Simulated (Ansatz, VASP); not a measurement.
Given: the input of a run of VASP 6.6.1 on Pt.

INCAR

```
SYSTEM = Pt
PREC = Accurate ; ENCUT = 520
EDIFF = 1E-6 ; ISMEAR = -1
SIGMA = 0.05 ; LREAL = .FALSE.
LASPH = .TRUE. ; NELM = 80
ALGO = Normal ; ISIF = 2
LWAVE = .FALSE. ; LCHARG = .FALSE.
NBANDS = 11
```

Contents of KPOINTS:

```
Automatic mesh
0
G
  12 12 12
  0 0 0
```

Contents of POSCAR:

```
Pt
1.0
    0.0000000000      1.9208704006      1.9208704006
    1.9208704006      0.0000000000      1.9208704006
    1.9208704006      1.9208704006      0.0000000000
Pt
1
Direct
    0.0000000000      0.0000000000      0.0000000000
```

Potentials or basis: VASP PAW LDA potentials, release 64 (Pt).

Launch:

```bash
$ cat potpaw_LDA.64/Pt/POTCAR > POTCAR
$ mpirun -np 1 vasp_std > vasp.out
```

Q: Translate it to Ansatz 0.2.0. Potentials there: all-electron LAPW, scalar-relativistic.

A: As run (the cutoff follows the program's own potentials):

File input.yaml:

```yaml
crystal:
  lattice:
    - [0.0, 1.9208704006, 1.9208704006]
    - [1.9208704006, 0.0, 1.9208704006]
    - [1.9208704006, 1.9208704006, 0.0]
  atoms:
    - { symbol: Pt, position: [0.0, 0.0, 0.0] }
kpoints:
  mp_grid: { grid: [12, 12, 12] }
scf:
  occupations: { method: fermi_dirac, width: 0.05 }
hamiltonian:
  xc: lda
  pseudopotentials: { kind: all_electron, lapw: { basis_error: 0.001 } }
output:
  forces: true
  stress: true
  eigenvalues: true
```

Potentials or basis: all-electron LAPW, scalar-relativistic.

The run is started by

```bash
$ ansatz run input.yaml --threads 1 --pin off --max-ram 3072MiB --backend cpu --events-out ev --progress --plain --runs-dir out
```

Both were run:

|  | VASP | Ansatz | Ansatz less VASP |
| --- | --- | --- | --- |
| gap on the k mesh at the Fermi level (eV) | none | none | - |
| pressure (GPa) | 14.9 | 14.0 | -0.96 |

A gap of «none» marks a metal or a gap that the smearing closes. Ansatz ran all-electron here, so the differences hold the error of VASP's frozen core and of both bases.

The runs have no spin-orbit coupling, so splittings on Pt are missing.
